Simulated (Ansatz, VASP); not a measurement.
## Two plane-wave programs on KBr

```
K Br
1.0
     3.52419    3.52419    0.00000
    -3.52419    3.52419    0.00000
     0.00000    3.52419    3.52419
K Br
1 1
Direct
  0.00000 0.00000 0.00000
  0.50000 0.50000 0.00000
```

Alike in both runs: functional PBEsol; k mesh 6 × 6 × 6; no spin polarisation.

Ansatz relaxed the structure, and its values are those at the end. VASP's run is a single point on that final structure, the one shown.

```csv
,VASP,Ansatz
version,VASP 6.6.1,Ansatz 0.2.0
potentials or method,"VASP PAW PBE potentials, release 64 (K_sv, Br)","PAW with Ansatz's default frozen-core files, scalar-relativistic"
plane-wave cutoff (eV),520,420
occupations,"gaussian, width 0.01 eV",fixed
valence electrons in the cell,16,16
```

|  | VASP | Ansatz | Ansatz less VASP |
| --- | --- | --- | --- |
| pressure (GPa) | -2.0 | -2.0 | -0.01 |

Caveats: the PAW data sets were made with another functional, which shifts forces and pressure a little (VASP).
